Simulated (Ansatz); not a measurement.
## SnS₂ under compression and expansion

```cif
data_structure
_symmetry_space_group_name_H-M 'P 1'
_symmetry_Int_Tables_number 1
_cell_length_a 3.5983
_cell_length_b 3.5983
_cell_length_c 5.4940
_cell_angle_alpha 90.000
_cell_angle_beta 90.000
_cell_angle_gamma 120.000
_cell_volume 61.60
loop_
_atom_site_label
_atom_site_type_symbol
_atom_site_fract_x
_atom_site_fract_y
_atom_site_fract_z
_atom_site_occupancy
Sn1 Sn 0.00000 0.00000 0.00000 1
S1 S 0.66667 0.33333 0.26390 1
S2 S 0.33333 0.66667 0.73610 1
```

The runs use the primitive cell with vectors (3.598, 0.000, 0.000), (-1.799, 3.116, 0.000), (0.000, 0.000, 5.494) Å, to which the k mesh refers.

The geometry is COD entry 7038081, unchecked; take it as a test cell.

No spin–orbit coupling, which matters for the heavy atoms here.

Levels of theory: DFT, PBE, all-electron LAPW, scalar-relativistic (Ansatz 0.2.0); DFT, PBE, PAW with Ansatz's default frozen-core files, scalar-relativistic (Ansatz 0.2.0).

For LAPW: a Γ-centred 10×10×6 k mesh, Fermi–Dirac smearing of 0.01 eV, basis error target 1 meV/atom, no spin polarisation. PAW takes a cutoff of 420 eV at this cell. The Ansatz runs share mesh, smearing and spin set-up. Plane-wave (PAW) pressures include the program's estimate of the Pulay term.

The cell above is scaled evenly, with fractional coordinates and shape held.

```tsv
V/V(cell)	V (Å³/atom)	P, LAPW (GPa)	P, PAW (GPa)	gap on the k mesh, LAPW (eV)	free energy over the lowest listed, PAW (meV/atom)
0.9400	19.303	17.41	17.43	1.18	147.4
0.9600	19.714	?	?	?	?
0.9800	20.124	11.65	11.67	1.13	73.3
0.9900	20.330	10.40	10.41	1.12	59.2
1.0000	20.535	9.20	9.22	1.10	46.6
1.0100	20.740	8.07	8.08	1.09	35.5
1.0200	20.946	6.99	7.01	1.08	25.9
1.0400	21.356	5.01	5.02	1.05	10.5
1.0600	21.767	3.22	3.22	1.02	0.0
```

(1) Fill in the row V/V(cell) = 0.9600.

## Answers

(1) P, LAPW (GPa) = 14.38, P, PAW (GPa) = 14.40, gap on the k mesh, LAPW (eV) = 1.15, free energy over the lowest listed, PAW (meV/atom) = 106.7.
